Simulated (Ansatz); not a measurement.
# CoO (I4/mmm) in Ansatz: further runs

The runs below take CoO through phonons, elastic constants, with PBEsol.

All numbers are computed with Ansatz 0.2.0; they aren't measurements. Logs are shortened: lines on timing, memory, paths and dates and some standing lists are left out, and cuts for length are marked.

### 1 The structure

The structure is tetragonal, space group I4/mmm (No. 139). The conventional cell has a = 3.016 Å, b = 3.016 Å, c = 4.214 Å, α = 90.00°, β = 90.00°, γ = 90.00°. Co (site symmetry 4/mmm) is surrounded by 6 O at 2.11 to 2.13 Å. O (site symmetry 4/mmm) is surrounded by 6 Co at 2.11 to 2.13 Å.

### 2 Phonons, PBEsol, collinear spin, ferromagnetic start

Input file input.yaml:

```yaml
crystal:
  lattice:
    - [-1.508, 1.508, 2.1072475377]
    - [1.508, -1.508, 2.1072475377]
    - [1.508, 1.508, -2.1072475377]
  atoms:
    - { symbol: Co, position: [0.0, 0.0, 0.0], spin: 2.0 }
    - { symbol: O, position: [0.5, 0.5, 0.0] }
hamiltonian:
  xc: pbesol
  pseudopotentials: { kind: paw }
magnetization:
  spin_polarized: true
kpoints:
  mp_grid: { grid: [10, 10, 10] }
scf:
  occupations: { method: fermi_dirac, width: 0.05 }
phonons:
  method: dfpt
  qmesh: [2, 2, 2]
  temperatures: { t_max: 1000, t_step: 100 }
  qpath:
    path:
      - [[0.0, 0.0, 0.0], [0.0, 0.0, 0.5], [-0.2560599034, 0.2560599034, 0.5], [-0.3780299517, 0.3780299517, 0.3780299517], [0.0, 0.0, 0.0], [0.5, 0.5, -0.5], [0.3780299517, 0.6219700483, -0.3780299517], [0.0, 0.5, 0.0], [0.25, 0.25, 0.25], [0.5, 0.5, -0.2560599034], [0.5, 0.5, -0.5]]
      - [[0.0, 0.0, 0.5], [0.25, 0.25, 0.25]]
    npoints: 8
```

Potentials or basis: Ansatz PAW.

The run is started by

```bash
$ ansatz run input.yaml --threads 2 --pin off --max-ram 5632MiB --backend cpu --events-out ev --progress --plain --runs-dir out
```

What it wrote:

```text
Warning: RAYON_NUM_THREADS=2 ignored (pool sized by the plan → 2); use --threads N
Engine: ansatz 0.2.0, x86_64-unknown-linux-gnu
Pseudopotentials: kind: paw
Pseudopotential: Co, paw, valence charge 17, recommended cutoff 420 eV (normal), Co.paw.azcp
Pseudopotential: O, paw, valence charge 6, recommended cutoff 420 eV (normal), O.paw.azcp
Functional definition: PBEsol
  exchange = pbesol_x
  correlation = pbesol_c
Crystal: 2 atoms, lattice volume = 19.168 Å³
Basis set: ecut = 420 eV, 339 PW (Γ), exchange–correlation on 48×48×48 points (8 copies of the dense FFT grid, shifted against one another)
Bands: 17, of which v1, the nominal top of the filled ones, is band 12 counted from 1 (11 counted from 0)
Symmetry: 16 space group operations
Space group: I4/mmm (ITA 139), of the structure as read, at distance tolerance 2.7e-5 Å
Magnetic group: BNS 139.531 (UNI 1191), of the structure as read, at distance tolerance 2.7e-5 Å
k-points: 102 of 1000
Non-local potential: Co, projectors of the file, l = 0: 3, l = 1: 2, l = 2: 3, l = 3: 1
Non-local potential: O, projectors of the file, l = 0: 2, l = 1: 2, l = 2: 1
PAW form: soft (Blöchl's): semilocal exchange-correlation on the pseudo side does not see the compensation charge
PAW frozen core: Co, regenerated for the run's functional, and the local potential with it (the file was generated under x = pbe(κ = 0.804, μ = 0.2195149727645171), c = pbe(β = 0.06672455060314922))
PAW frozen core: O, regenerated for the run's functional, and the local potential with it (the file was generated under x = pbe(κ = 0.804, μ = 0.2195149727645171), c = pbe(β = 0.06672455060314922))
PAW one-centre angular grid: Co, 590 points (default); XC on 64 Gauss nodes
PAW one-centre angular grid: O, 110 points (default); XC on 64 Gauss nodes
Initial density: superposition of atomic densities (chi_scale 0.1, normalization cell, long waves kept (reshape's long-wave potential 0.00 eV rms))
Starting moments: Σ|m| = 2 μB on 1 of 2 sites
Initial wavefunctions: pseudopotential atomic-orbital guess
Functional: x = pbesol(κ = 0.804, μ = 0.12345679012345678), c = pbesol(β = 0.046)
SCF 1 converged in 13 iterations: F = -5652.269185 eV  dr2 = 1.53e-8
a single point of the input's cell can leave the moments in the input for a lower state (scf.lower_state_search): this run first made a single point of its cell. This run's own SCFs start from the density of the state that the single point found, with the moments in the input. The single point stayed on the moments in the input.
Initial density: read from a saved state, or passed on in memory by an earlier SCF of this step, an earlier step, the calling program or the single point that the run made first
Stability of the state it starts from, as read at its close in the collinear treatment: not read negative (Ritz values of 1 − χ₀K, real part plus size of imaginary part, from 0.52 to 0.79, by its mixing steps under the symmetry group of the SCF that read it); its run was given moments
Starting moments: Σ|m| = 2 μB on 1 of 2 sites; this step starts from the density that it was given
iter 1 solved again at ethr=6.59e-9 eV; its pass at ethr=3.10e-3 eV (dr2=1.52e-6 eV) is discarded
SCF iter   1: F=—  HF=-5652.269185 eV  |F-HF|=—  |Δ(HF+E_count)|=         —  Δρ=2.73e-6 (↑2.02e-6 ↓2.73e-6)  dr2=2.34e-9  dr2_m=3.51e-10  M=2.937 μB ∫|m|=2.953 μB  β_m=0.65  ethr=6.59e-9  ⟨swp⟩=3.2  Hψ=25599  notcnv=0
preconditioner: auto → none  [metal: Δε(μ)=0.008 eV  Ē_g=13.681 eV  σ=0.050 eV  W_gap=0.04  n_scr=0 (ndim 8)  ℏωp=32.8 eV  f_vac=0.000  D(μ)=3.83/eV (n_scr^D=64)]
SCF iter   2: F=—  HF=-5652.269185 eV  |F-HF|=—  |Δ(HF+E_count)|=   2.67e-9  Δρ=2.64e-6 (↑2.11e-6 ↓2.64e-6)  dr2=1.61e-9  dr2_m=2.07e-10  M=2.937 μB ∫|m|=2.953 μB  β_m=0.38  ethr=1.02e-11  ⟨swp⟩=2.1  Hψ=5986  notcnv=0
SCF iter   3: F=—  HF=-5652.269185 eV  |F-HF|=—  |Δ(HF+E_count)|=  5.71e-10  Δρ=1.47e-6 (↑7.16e-7 ↓1.47e-6)  dr2=8.59e-11  dr2_m=1.63e-10  M=2.937 μB ∫|m|=2.953 μB  β_m=0.69  ethr=6.99e-12  ⟨swp⟩=2.5  Hψ=5525  notcnv=0
SCF iter   4: F=—  HF=-5652.269185 eV  |F-HF|=—  |Δ(HF+E_count)|=  2.83e-10  Δρ=6.25e-7 (↑6.25e-7 ↓4.66e-7)  dr2=5.78e-11  dr2_m=2.14e-11  M=2.937 μB ∫|m|=2.953 μB  β_m=0.61  ethr=1.00e-12  ⟨swp⟩=2.6  Hψ=5741  notcnv=0
SCF iter   5: F=—  HF=-5652.269185 eV  |F-HF|=—  |Δ(HF+E_count)|=  2.64e-11  Δρ=3.32e-7 (↑1.58e-7 ↓3.32e-7)  dr2=5.27e-12  dr2_m=7.92e-12  M=2.937 μB ∫|m|=2.953 μB  β_m=0.80  ethr=1.00e-12  ⟨swp⟩=2.4  Hψ=4998  notcnv=0
SCF iter   6: F=-5652.269185 eV  HF=-5652.269185 eV  |F-HF|=9.09e-13  |Δ(HF+E_count)|=  1.18e-11  Δρ=1.43e-7 (↑7.43e-8 ↓1.43e-7)  dr2=3.32e-12  dr2_m=6.19e-13  M=2.937 μB ∫|m|=2.953 μB  ethr=1.00e-12  ⟨swp⟩=3.7  Hψ=13452  notcnv=0
SCF 2 converged in 6 iterations: F = -5652.269185 eV  dr2 = 3.32e-12
iter 1 solved again at ethr=7.29e-9 eV; its pass at ethr=3.10e-3 eV (dr2=1.68e-6 eV) is discarded
SCF iter   1: F=—  HF=-5652.269185 eV  |F-HF|=—  |Δ(HF+E_count)|=         —  Δρ=4.67e-7 (↑7.52e-8 ↓4.67e-7)  dr2=3.12e-11  dr2_m=1.07e-11  M=2.937 μB ∫|m|=2.953 μB  β_m=0.30  ethr=7.29e-9  ⟨swp⟩=3.1  Hψ=25590  notcnv=0
eigensolver tolerance schedule: the retry pair's looser diagonalisation over-reported the residual by 53754.59 of it (diagonalisation noise at 0.14 of the residual, at the tolerance the schedule requests for it); recorded, not acted on — ethr = c·dr2/N_el stays at c = 1.0e-1
preconditioner: auto → none  [metal: Δε(μ)=0.008 eV  Ē_g=13.681 eV  σ=0.050 eV  W_gap=0.04  n_scr=8 (ndim 8)  ℏωp=32.8 eV  f_vac=0.000  D(μ)=3.83/eV (n_scr^D=64)]
SCF iter   2: F=—  HF=-5652.269185 eV  |F-HF|=—  |Δ(HF+E_count)|=   2.82e-9  Δρ=6.39e-7 (↑2.57e-7 ↓6.39e-7)  dr2=9.53e-11  dr2_m=1.47e-11  M=2.937 μB ∫|m|=2.953 μB  β_m=0.30  ethr=1.00e-12  ⟨swp⟩=3.1  Hψ=7078  notcnv=0
SCF iter   3: F=—  HF=-5652.269185 eV  |F-HF|=—  |Δ(HF+E_count)|=  1.46e-11  Δρ=2.12e-7 (↑9.01e-8 ↓2.12e-7)  dr2=1.01e-11  dr2_m=1.64e-12  M=2.937 μB ∫|m|=2.953 μB  β_m=0.65  ethr=1.00e-12  ⟨swp⟩=1.0  Hψ=3468  notcnv=0
SCF iter   4: F=-5652.269185 eV  HF=-5652.269185 eV  |F-HF|=9.09e-13  |Δ(HF+E_count)|=  9.09e-13  Δρ=8.66e-8 (↑8.66e-8 ↓6.35e-8)  dr2=1.86e-12  dr2_m=4.64e-13  M=2.937 μB ∫|m|=2.953 μB  ethr=1.00e-12  ⟨swp⟩=2.5  Hψ=7285  notcnv=0
SCF 3 converged in 4 iterations: F = -5652.269185 eV  dr2 = 1.86e-12
phonons: the bands overlap, so this run is a metal and interpolates without the dipole-dipole term. If the crystal is really an insulator or semiconductor, its LO-TO splitting is missing
NSCF: frozen V_eff on 102 k-points
NSCF: frozen V_eff on 171 k-points
DFPT response loops at q = (0, 0, 0) (fractional): preconditioner auto → Kerker (q_TF=auto, 2.812 Å⁻¹) (partly filled bands, converged f_vac=0.000); β = 1.00, the filter's whole step (`scf.mixing.beta` (0.30) is not read by the response loops under this deck's `scf.mixing.preconditioner`; to damp them name `kerker` or `kerker_dos`, under which they read `scf.mixing.beta`, and type it under 1.00, their step now; both keys bind the ground state too); Broyden in place of MSR1
NSCF: frozen V_eff on 564 k-points
DFPT response loops at q = (0, 0, -0.5) (fractional): mixed as the last ones told, above
NSCF: frozen V_eff on 564 k-points
DFPT response loops at q = (0, -0.5, 0) (fractional): mixed as the last ones told, above
NSCF: frozen V_eff on 342 k-points
DFPT response loops at q = (-0.5, -0.5, -0.5) (fractional): mixed as the last ones told, above
SCF converged after 6 iterations
Magnetization: 2.9366 μB (12.9683 up, 10.0317 down)
Absolute magnetization: 2.9527 μB (∫|ρ↑−ρ↓|, with the PAW one-centre terms)
Spin contamination: 0.0078 ħ² per cell (⟨S²⟩ above its minimum at these occupations)
Per-site moments (μB) at R_I (Å): [(2.4788363768302815, 0.86923960930125), (0.33437480051116153, 0.86923960930125)]
Free energy (F): -5652.269185 eV
Harris-Foulkes:  -5652.269185 eV  (|F-HF|=9.09e-13)
Internal energy: -5652.237483 eV  (E = F + TS)
E sigma→0 (E₀):  -5652.253334 eV
Entropy (-TS):   -0.031701 eV (-15.851 meV/atom)
Fermi energy:    13.971720 eV
--- Per-component energies (eV) ---
  E_band       = -303.828403
  E_kinetic    = 616.832870
  E_local      = -3419.642303  (includes V_loc(G=0)·N_el)
  E_nonlocal   = 515.704150
  E_hartree    = 1401.059190
  E_xc         = -226.204464
  E_vxc        = -292.215127  (∫ρ·V_xc dr)
  E_paw        = -1638.221649  (= ΣΔE_a)
  E_vpaw       = -526.628726  (= ΣTr[D̂ρ^β])
  E_aug_tail   = 0.002443  (compensation charges beyond the density's cutoff)
  E_ewald      = -2901.991429
  E_core_change = 0.223707  (= ΣΔE_core)
  E_smearing   = -0.031701  (= −TS)
  E_closure    = -0.000000  (closes the sum)
  Σ components = -5652.269185   (vs F -5652.269185, Δ=0.00e0)
--- Band table (eV; the first three rows and the last of 204) ---
  k-point 0 ↑: bands = ["-82.6571", "-46.0914", "-46.0380", "-46.0380", "-6.4009", "10.6260", "10.6516", "10.6549", "10.6640", "10.6640", "10.7563", "10.7563", "10.8516", "14.7617", "30.4267", "31.7992", "31.7992"]
  k-point 1 ↑: bands = ["-82.6567", "-46.0929", "-46.0415", "-46.0393", "-6.2626", "9.0120", "10.0747", "10.1368", "10.6691", "10.6873", "11.3309", "11.4012", "11.7054", "15.7134", "28.7560", "30.8232", "30.9090"]
  k-point 2 ↑: bands = ["-82.6554", "-46.0968", "-46.0507", "-46.0428", "-5.9086", "7.5881", "9.6316", "9.6972", "10.4438", "10.7752", "11.7953", "11.8606", "12.0838", "17.6590", "27.1959", "27.9074", "29.7132"]
  k-point 101 ↓: bands = ["-79.6311", "-43.1574", "-43.1096", "-43.1096", "-4.4624", "7.3466", "9.9429", "9.9429", "11.6459", "14.1339", "14.1339", "14.3495", "14.8075", "20.4599", "24.1528", "26.0311", "30.0383"]
--- Phonons (Γ-DFPT): 4 representative perturbations + reference (Σ response iterations 12) ---
  ASR residual: 6.285e-4 → 0.000e0 eV/Å²; symmetrization residual: 1.472e-6 eV/Å²
  ASR residual per site (eV/Å²): 6.29e-4 9.79e-5
  Γ frequencies (cm⁻¹): -62.74 -62.74 0.00 0.00 0.00 129.23
--- Phonons (arbitrary-q DFPT): 4 irreducible q on the 2×2×2 mesh ---
  q = [0.0000, 0.0000, 0.0000] (star 1, of the zone-centre solve; hermiticity 3.81e-6, symmetrization 1.21e-12): -62.74 -62.74 -0.00 -0.00 0.00 129.23
  q = [0.0000, 0.0000, -0.5000] (star 2, 4 solved perturbations in 906 linear systems a pass and spin channel, the states on 282 of 1000 k-point pairs; hermiticity 1.53e-6, symmetrization 2.56e-12): -107.59 -92.54 -73.19 229.50 271.59 332.99
  q = [0.0000, -0.5000, 0.0000] (star 4, 6 solved perturbations on 282 of 1000 k-point pairs; hermiticity 2.23e-7, symmetrization 4.47e-13): 121.42 129.78 190.29 201.61 223.95 386.94
  q = [-0.5000, -0.5000, -0.5000] (star 1, 4 solved perturbations in 546 linear systems a pass and spin channel, the states on 171 of 1000 k-point pairs; hermiticity 1.05e-6, symmetrization 1.51e-12): -124.99 -83.92 -83.92 241.49 241.49 358.75
  sum rule: each row above includes the acoustic sum rule's correction from the zone centre's row sums; it moved no ω² by more than (1.70 cm⁻¹)²
  mesh force constants: q→R imaginary residual 5.35e-46; ASR residual 6.285e-4 → 0.000e0 eV/Å²; symmetrization residual 4.441e-15 eV/Å²
  interpolated dispersion: 90 rows × 6 modes
  density of states and harmonic sums: on the 26×26×30 q-mesh, interpolated from the force constants of a 2×2×2 supercell (no non-analytic term)
  largest difference from the sums on the solved wave vectors: F 1.85e-1 eV, S 2.59e-4 and C_V 7.49e-5 eV/K
  zero-point energy: 0.062203 eV/cell   skipped modes (ω ≤ 0): 4700, of them read as no rigid motion or as one in doubt: 4697 (8.858e-1 modes/cell left out, lowest -124.99 cm⁻¹)   left out of the sums: 1.48e-1 of the cell's modes: C_V's classical limit lies that fraction below 3 k_B per atom; for a crystal, a wire or a layer, F and S can be off by more, and a phonons.interpolated_qmesh denser along its periods is the remedy for the sampling
```

Wall time 1.7 min (2 threads of Intel Xeon Platinum 8375C at 2.90GHz (Ice Lake), shared host); peak memory 0.89 GiB.

What came out:

```yaml
Free_energy: -5652.2692 eV
Band_gap_on_the_k_mesh: none (metal or under the smearing width)
Net_moment: 2.94 μB per cell
Absolute_moment: 2.95 μB per cell
Site_moments: Co +2.48; O +0.33 μB
Highest_phonon_frequency: 387 cm⁻¹
Most_unstable_mode: 125i cm⁻¹
```

Phonon frequencies in cm⁻¹ (negative: imaginary):
```csv
q point,frequencies
"(0.000, 0.000, 0.000)",-63 -63 0 0 0 129
"(0.000, 0.000, -0.500)",-108 -93 -73 230 272 333
"(0.000, -0.500, 0.000)",121 130 190 202 224 387
"(-0.500, -0.500, -0.500)",-125 -84 -84 241 241 359
```

Caveat: some modes are imaginary; the q mesh is small, so phonon branches between its points and thermal values are rough; a cell with one magnetic atom can't hold antiferromagnetic order, which such compounds often take; semilocal functionals often make such compounds metallic where correlation or magnetic order opens a gap, which also shifts bond lengths; the PAW data sets come from PBE, with cores solved anew for the run's functional, which leaves a small shift of forces and pressure. With open d or f shells a metallic result of PBEsol can be an artefact of self-interaction; +U or a hybrid may open a gap.

### 3 Elastic constants, PBEsol, collinear spin, ferromagnetic start

Input file input.yaml:

```yaml
crystal:
  lattice:
    - [-1.508, 1.508, 2.1072475377]
    - [1.508, -1.508, 2.1072475377]
    - [1.508, 1.508, -2.1072475377]
  atoms:
    - { symbol: Co, position: [0.0, 0.0, 0.0], spin: 2.0 }
    - { symbol: O, position: [0.5, 0.5, 0.0] }
hamiltonian:
  xc: pbesol
  pseudopotentials: { kind: paw }
magnetization:
  spin_polarized: true
kpoints:
  mp_grid: { grid: [10, 10, 10] }
scf:
  occupations: { method: fermi_dirac, width: 0.05 }
output:
  forces: true
  stress: true
elastic:
  mode: clamped_ion
  stencil: two_point
```

Potentials or basis: Ansatz PAW.

The run is started by

```bash
$ ansatz run input.yaml --threads 2 --pin off --max-ram 5632MiB --backend cpu --events-out ev --progress --plain --runs-dir out
```

What it wrote:

```text
Warning: RAYON_NUM_THREADS=2 ignored (pool sized by the plan → 2); use --threads N
Engine: ansatz 0.2.0, x86_64-unknown-linux-gnu
Pseudopotentials: kind: paw
Pseudopotential: Co, paw, valence charge 17, recommended cutoff 420 eV (normal), Co.paw.azcp
Pseudopotential: O, paw, valence charge 6, recommended cutoff 420 eV (normal), O.paw.azcp
Functional definition: PBEsol
  exchange = pbesol_x
  correlation = pbesol_c
Crystal: 2 atoms, lattice volume = 19.168 Å³
Basis set: ecut = 420 eV, 339 PW (Γ), exchange–correlation on 48×48×48 points (8 copies of the dense FFT grid, shifted against one another)
Bands: 17, of which v1, the nominal top of the filled ones, is band 12 counted from 1 (11 counted from 0)
Symmetry: 16 space group operations
Space group: I4/mmm (ITA 139), of the structure as read, at distance tolerance 2.7e-5 Å
Magnetic group: BNS 139.531 (UNI 1191), of the structure as read, at distance tolerance 2.7e-5 Å
k-points: 102 of 1000
[... 198 lines left out ...]
         0.000      0.000      0.000      0.000      0.000     15.547
  reference stress σ⁰ (GPa):      9.361      9.361      8.946      0.000     -0.000     -0.000
  C* (energy form; C + prestress term) asymmetry max|C*_kj − C*_jk| = 6.870e-2 GPa — a small one proves nothing (zero by symmetry where the batch's group is 432, −43m or m−3m); a large one is finite-difference/SCF noise where every solve meets its electron count
  moduli (Voigt/Reuss/Hill, GPa): K = 157.17/156.41/156.79   G = -7.87/-1358.07/-682.97   E = 4532.96   ν = -4.319
  mechanically stable: NO (min eigenvalue of sym C = -45.18 GPa)
  strain η (Voigt 11):  stress-route row diagonal C_11 = 136.32 GPa, energy-path curvature d²(F+E_count+ΔE)/dδ²/Ω₀ = 137.16 GPa
         δ    σ_11 (GPa)             F (eV)   n_scf  n_hpsi   n_pw
    -2.000e-3       9.0892       -5652.2713999      14  153335    388
     2.000e-3       9.6345       -5652.2669437      10  116077    388
  strain η (Voigt 33):  stress-route row diagonal C_33 = 189.78 GPa, energy-path curvature d²(F+E_count+ΔE)/dδ²/Ω₀ = 191.46 GPa
         δ    σ_33 (GPa)             F (eV)   n_scf  n_hpsi   n_pw
    -2.000e-3       8.5611       -5652.2712846      12   89993    388
     2.000e-3       9.3202       -5652.2670311      10   73145    388
  strain η (Voigt 23):  stress-route row diagonal C_44 = -25.19 GPa, energy-path curvature d²(F+E_count+ΔE)/dδ²/Ω₀ = -29.35 GPa
         δ    σ_23 (GPa)             F (eV)   n_scf  n_hpsi   n_pw
    -2.000e-3       0.0504       -5652.2692078      11  223445    388
     2.000e-3      -0.0504       -5652.2692078      10  225072    388
  strain η (Voigt 12):  stress-route row diagonal C_66 = 15.55 GPa, energy-path curvature d²(F+E_count+ΔE)/dδ²/Ω₀ = 11.71 GPa
         δ    σ_12 (GPa)             F (eV)   n_scf  n_hpsi   n_pw
    -2.000e-3      -0.0311       -5652.2691850      10  130749    388
     2.000e-3       0.0311       -5652.2691850       8  106180    388
```

elastic.tsv:

```text
[... 16 lines left out ...]
6	0.0000000000e0	0.0000000000e0	0.0000000000e0	2.0194839174e-28	0.0000000000e0	1.5546613232e1	-5.5586668393e-16	-5.5586668393e-16	-5.5586668393e-16	2.0194839174e-28	0.0000000000e0	1.5546613232e1	1.6891761555e-64	-1.3325250311e-95	-1.3704225071e-33	-1.5777218104e-30	3.3783523109e-65	-5.7029028044e-1
```

elastic_members.tsv:

```text
# convention: tension-positive GPa; Voigt order 11 22 33 23 13 12; engineering shear strains; stresses and constants hold the Pulay correction, whose part of sigma0, of c and of each member's stress the lines and columns named pulay_correction_..._gpa give (of c_energy it is that of c and, on the columns of strains 1 to 3, that of sigma0; of a layer's constants it is that of c in the plane, times a tenth of its plane spacing in ang); where a line pulay_correction_withheld stands none holds it
[... 23 lines left out ...]
5	2.0000000000e-3	9.3604335235e0	9.3604335235e0	8.9454357312e0	-0.0000000000e0	-0.0000000000e0	3.1093273703e-2	-5.6522691850e3	-5.6522533342e3	8	106180	388	nan	nan	0.0000000000e0	-7.7228447485e-1	-7.7228447485e-1	-7.7288373592e-1	1.0856771171e-18	1.0856771171e-18	-1.1405828249e-3	6.8714823626e-5	0.0000000000e0
```

It took 35 s on 2 threads of Intel Xeon Platinum 8375C at 2.90GHz (Ice Lake), shared host; peak memory 0.52 GiB.

Results:

```
Free energy            : -5652.2692 eV
Pressure               : -9.2 GPa
Band gap on the k mesh : none (metal or under the smearing width)
Net moment             : 2.94 μB per cell
Absolute moment        : 2.95 μB per cell
Site moments           : Co +2.48; O +0.33 μB
Voigt bulk modulus     : 157 GPa
```

Elastic tensor in Voigt notation (GPa, ions clamped, in the Cartesian axes of the cell as first typed):
```
136 182 147   0   0   0
182 136 147   0   0   0
148 148 190   0   0   0
  0   0   0 -25   0   0
  0   0   0   0 -25   0
  0   0   0   0   0  16
```

Caveat: the cell is more than 3 GPa from zero pressure, which shifts response properties; the elastic tensor has a negative eigenvalue, so either the cell is unstable as it stands or the mesh is too thin; the pressure holds a Pulay correction of +0.8 GPa for the finite cutoff; a cell with one magnetic atom can't hold antiferromagnetic order, which such compounds often take; semilocal functionals often make such compounds metallic where correlation or magnetic order opens a gap, which also shifts bond lengths; the PAW data sets come from PBE, with cores solved anew for the run's functional, which leaves a small shift of forces and pressure. With open d or f shells a metallic result of PBEsol can be an artefact of self-interaction; +U or a hybrid may open a gap.
